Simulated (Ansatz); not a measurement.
The system is Au.

```
Au
1.0
     0.00000    2.03500    2.03500
     2.03500    0.00000    2.03500
     2.03500    2.03500    0.00000
Au
1
Direct
  0.00000 0.00000 0.00000
```

Base run:

| Item | Value |
| --- | --- |
| Program | Ansatz 0.2.0 |
| Functional | PBE |
| Potentials or basis | Ansatz PAW earlier set |
| Cutoff | 617 eV |
| Density cutoff | 2468 eV |
| k mesh | 11 × 11 × 11 |
| Occupations | fermi-dirac, width 0.05 eV |
| Spin | no spin polarisation |

Its results: band gap on the k mesh none (metal or under the smearing width); pressure 10.9 GPa.

Question: The run is repeated on the same cell with these changes: functional from PBE to PBEsol. What comes out?

Answer: Band gap on the k mesh none (metal or under the smearing width); pressure 1.7 GPa.

PBEsol binds more tightly than PBE, so the same cell stands under less pressure.

Caveats: the PAW data sets come from PBE, with cores solved anew for the run's functional, which leaves a small shift of forces and pressure (some runs).

Not every run made on this cell is shown here.
